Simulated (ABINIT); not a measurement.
A run of ABINIT 10.8.3 (patched build) is set up as follows.

The input run.abi:

```
# Pseudopotentials
pp_dirpath "./"
pseudos "Pb_ONCV_PBE-1.2.upf, Se_ONCV_PBE-1.2.upf"

# Structure
acell 3*1.0
rprim
     0.0000000000     5.7837902633     5.7837902633
     5.7837902633     0.0000000000     5.7837902633
     5.7837902633     5.7837902633     0.0000000000
ntypat 2
znucl 82 34
natom 2
typat 1 2
xred
     0.0000000000     0.0000000000     0.0000000000
     0.5000000000     0.5000000000     0.5000000000

# Plane-wave basis
ecut 18.0

# k points
kptopt 1
ngkpt 6 6 6
nshiftk 1
shiftk 0.0 0.0 0.0

# Exchange and correlation
ixc 41

# Bands and occupations
nband 12
occopt 1

# SCF cycle
nstep 60
diemac 6.0
toldfe 1.0e-7

# Output
iomode 3
prtwf 0
prtden 0
prteig 0
prtebands 0
```

Potentials or basis: SG15 NC PBE v1.2.

The run is started by

```bash
$ mpirun --bind-to none -np 8 abinit run.abi > log 2>&1
```

Question: Predict the band gap on the k mesh.

Answer: 1.13 eV, direct.

Question: Estimate the pressure.

Answer: 0.2 GPa.

Caveat: the potentials were made for another functional, which shifts forces and pressure; spin-orbit coupling is left out, which as a rule narrows the gap of such compounds by several tenths of an eV.

**Measured values to compare with.**

From a printed reference work, monograph, for a bulk crystal of PbSe at 300 K: band gap 0.28 eV (direct).

Against the measured gap of PbSe, 0.28 eV (direct; 300 K; a printed reference work, monograph), the calculated 1.13 eV is off by +0.85 eV. 2 values of this kind are on record (0.15 to 0.28 eV); this one was drawn at random. Spin-orbit coupling on Pb, Se is left out. The value is that of PBE0 on a finite k mesh, which can miss the band edges, without temperature or zero-point motion.
